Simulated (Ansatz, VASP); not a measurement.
This is a calculation of PbI2 for Ansatz 0.2.0.

File input.yaml:

```yaml
crystal:
  lattice:
    - [4.6443364061, 0.0, 0.0]
    - [-2.3221682031, 4.0221133114, 0.0]
    - [0.0, 0.0, 7.113838662]
  atoms:
    - { symbol: Pb, position: [0.0, 0.0, 0.0] }
    - { symbol: I, position: [0.6666666667, 0.3333333333, 0.735] }
    - { symbol: I, position: [0.3333333333, 0.6666666667, 0.265] }
hamiltonian:
  xc: pbesol
  pseudopotentials: { kind: paw }
kpoints:
  mp_grid: { grid: [7, 7, 4] }
scf:
  occupations: { method: fermi_dirac, width: 0.05 }
output:
  forces: true
  stress: true
  eigenvalues: true
```

Potentials or basis: Ansatz PAW.

The run is started by

```console
$ ansatz run input.yaml --threads 1 --pin off --max-ram 3584MiB --backend cpu --events-out ev --progress --plain --runs-dir out
```

Question: Set up the same calculation for VASP 6.6.1. Potentials there: VASP PAW PBE potentials, release 64 (Pb_d, I).

Answer: As run (the cutoff follows the program's own potentials):

INCAR

```
PREC = Accurate
ENCUT = 520
EDIFF = 1E-7
ISMEAR = -1
SIGMA = 0.05
LREAL = False
LASPH = True
NELM = 80
ALGO = Normal
ISIF = 2
LWAVE = False
LCHARG = False
GGA = PS
NBANDS = 21
```

File KPOINTS:

```
Automatic mesh
0
Gamma
  7 7 4
```

Contents of POSCAR:

```
PbI2
1.0
    4.6443364061      0.0000000000      0.0000000000
   -2.3221682031      4.0221133114      0.0000000000
    0.0000000000      0.0000000000      7.1138386620
Pb I
1 2
Direct
    0.0000000000      0.0000000000      0.0000000000
    0.6666666667      0.3333333333      0.7350000000
    0.3333333333      0.6666666667      0.2650000000
```

Potentials or basis: VASP PAW PBE potentials, release 64 (Pb_d, I).

Command:

```console
$ cat potpaw_PBE.64/Pb_d/POTCAR potpaw_PBE.64/I/POTCAR > POTCAR
$ mpirun -np 1 vasp_std > vasp.out
```

Both were run:

|  | VASP | Ansatz | Ansatz less VASP |
| --- | --- | --- | --- |
| gap on the k mesh at the Fermi level (eV) | 2.16 | 2.17 | +0.002 |
| least direct gap on the mesh (eV) | 2.16 | 2.17 | +0.002 |
| pressure (GPa) | -1.4 | -1.3 | +0.01 |
| largest component of the traceless stress (GPa) | 0.09 | 0.09 | -0.002 |
| rms of the force components (eV/Å) | 0.121 | 0.122 | +0.0007 |

Atom by atom the forces differ by 0.001 eV/Å (rms over components). The two sets of potentials don't hold the same shells in valence.

Caveats: spin-orbit coupling is left out, which as a rule narrows the gap of such compounds by several tenths of an eV; this functional lacks dispersion, which binds the layers, so the pressure and a relaxed spacing across them are unreliable; the PAW data sets were made with another functional, which shifts forces and pressure a little (VASP); an odd mesh through Γ misses points on the zone boundary, where band edges often lie (VASP); odd divisions of the mesh miss points on the zone boundary, where band edges often lie, so the gap on the mesh can be too wide (Ansatz); the PAW data sets come from PBE, with cores solved anew for the run's functional, which leaves a small shift of forces and pressure (Ansatz).
